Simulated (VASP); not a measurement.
Wanted: the native input for a VASP 6.6.1 run.

* Task: core levels
* Functional: PBEsol
* Potentials or basis: VASP PAW PBE potentials, release 64 (Si)
* Cutoff: 520 eV
* k mesh: 7 × 7 × 7
* Occupations: fermi-dirac, width 0.02 eV
* Spin: no spin polarisation
* Further INCAR settings: ALGO = Fast; EDIFF = 1e-07

The structure of Si lies in POSCAR:

```
Si
1.0
    0.0000000000      2.7135600000      2.7135600000
    2.7135600000      0.0000000000      2.7135600000
    2.7135600000      2.7135600000      0.0000000000
Si
2
Direct
    0.7500000000      0.7500000000      0.7500000000
    0.5000000000      0.5000000000      0.5000000000
```

These files were run (other wordings do the same):

INCAR

```
SYSTEM = Si
ALGO = Fast ; EDIFF = 1E-7
ENCUT = 520 ; GGA = PS
ICORELEVEL = 1 ; ISIF = 2
ISMEAR = -1 ; LASPH = .True.
LCHARG = .False. ; LREAL = .False.
LWAVE = .False. ; NELM = 60
PREC = Accurate ; SIGMA = 0.02
```

KPOINTS

```
k-points
0
Gamma
  7 7 7
  0 0 0
```

Potentials or basis: VASP PAW PBE potentials, release 64 (Si).

Run with:

```bash
$ cat potpaw_PBE.64/Si/POTCAR > POTCAR
$ mpirun -np 1 vasp_std > vasp.out
```

Results of the run:

| Quantity | Value |
| --- | --- |
| Pressure | 0.5 GPa |
| Band gap on the k mesh | 0.45 eV, indirect (least direct gap 2.52 eV) |

Caveat: the PAW data sets were made with another functional, which shifts forces and pressure a little; an odd mesh through Γ misses points on the zone boundary, where band edges often lie.

It took 5 s on 1 thread of Intel(R) Xeon(R) 6975P-C (Granite Rapids) (shared host), peak memory 0.14 GiB.
